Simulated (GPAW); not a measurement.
Input of a GPAW 26.7.0 run:

Contents of run.py:

```python
import numpy as np
from ase import Atoms
from ase.dft.bandgap import bandgap
from ase.io import write
from gpaw import GPAW, PW
from gpaw.response.df import DielectricFunction

atoms = Atoms(['In', 'P'],
              cell=[[0.0, 2.8908937935, 2.8908937935],
                    [2.8908937935, 0.0, 2.8908937935],
                    [2.8908937935, 2.8908937935, 0.0]],
              scaled_positions=[[0.0, 0.0, 0.0],
                                [0.75, 0.75, 0.75]],
              pbc=True)

calc = GPAW(mode=PW(450),
            xc='PBE',
            kpts={'size': (6, 6, 6), 'gamma': True},
            occupations={'name': 'fermi-dirac', 'width': 0.001},
            nbands=18,
            convergence={'density': 1e-06},
            maxiter=150,
            txt='gpaw.txt')
atoms.calc = calc
energy = atoms.get_potential_energy()
calc.write('gs.gpw')
write('result.traj', atoms)
print(f'Energy: {energy:.6f} eV')
print('Fermi level:', round(calc.get_fermi_level(), 4), 'eV')
print(f'Gap: {bandgap(calc)[0]:.4f} eV, direct: {bandgap(calc, direct=True)[0]:.4f} eV')

for size in [(20, 20, 20)]:
    name = 'x'.join(str(n) for n in size)
    dense = calc.fixed_density(kpts={'size': size, 'gamma': True},
                               nbands=35, convergence={'bands': 29, 'eigenstates': 1e-7},
                               update_fermi_level=True, txt=f'dense-{name}.txt')
    dense.write(f'{name}.gpw', mode='all')
    df = DielectricFunction(f'{name}.gpw', frequencies=np.array([0.0]), hilbert=False, eta=0.001,
                            ecut=80, nbands=29, intraband=False, txt=f'df-{name}.txt')
    for xc in ['RPA']:
        for direction in ['x', 'y', 'z', [0, 1, 1], [1, 0, 1], [1, 1, 0]]:
            e0, e = df.get_macroscopic_dielectric_constant(xc=xc, direction=direction)
            print(f'{name} {xc} {direction}: {e0:.4f} without, {e:.4f} with local fields')
```

Potentials or basis: GPAW PAW data sets (gpaw-data 1.2.1), pw.

Run with:

```sh
$ OMP_NUM_THREADS=1 python run.py
```

Q: What does it give for the electronic dielectric tensor (diagonal)?

A: 9.75.

Q: Predict the band gap on the k mesh.

A: 0.93 eV, direct.

Electronic dielectric tensor:
```
9.75 0.00 0.00
0.00 9.75 0.00
0.00 0.00 9.75
```

Caveat: the long-wavelength limit can be off by a per cent or two; spin-orbit coupling is left out, which moves the levels of the heavy elements.

**Experimental background.**

From a printed reference work, data compilation, for a bulk crystal of InP at 1.6 K: band gap 1.4236 eV (direct).

From a printed reference work, textbook, for a bulk crystal of InP at 300 K: high-frequency dielectric constant 9.61.

Against the measured gap of InP, 1.4236 eV (direct; 1.6 K; a printed reference work, data compilation), the calculated 0.93 eV is off by -0.50 eV. Spin-orbit coupling on In is left out. The value is that of PBE on a finite k mesh, which can miss the band edges, without temperature or zero-point motion. Semilocal functionals fall short of measured gaps as a rule. Measured high-frequency dielectric constant of InP: 9.61 (300 K; a printed reference work, textbook). This calculation gives 9.75 (+1.4 %).
